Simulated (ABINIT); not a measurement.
The system is ZnS.

```
CELL_PARAMETERS angstrom
0.00000 2.70200 2.70200
2.70200 0.00000 2.70200
2.70200 2.70200 0.00000
ATOMIC_POSITIONS crystal
Zn 0.75000 0.75000 0.75000
S 0.00000 0.00000 0.00000
```

Base run:

| Property | Result |
| --- | --- |
| Program | ABINIT 10.8.3 (patched build) |
| Functional | RPBE |
| Potentials or basis | JTH PAW PBE v2.0 |
| Cutoff | 707 eV |
| k mesh | 9 × 9 × 9 |
| Occupations | fermi-dirac, width 0.05 eV |
| Spin | no spin polarisation |

Its results: band gap on the k mesh 2.26 eV, direct; pressure 4.1 GPa.

After a change of settings the same cell gave: band gap on the k mesh 2.64 eV, direct; pressure -0.6 GPa. Which change was it?
A. functional from RPBE to PBE
B. functional from RPBE to r2SCAN
C. functional from RPBE to PW91
D. functional from RPBE to revPBE

B.

r2SCAN gives the wider gap, since meta-GGAs in the generalised Kohn-Sham scheme recover part of the derivative discontinuity.

Caveats: the PAW data sets were made with another functional, which shifts forces and pressure a little.
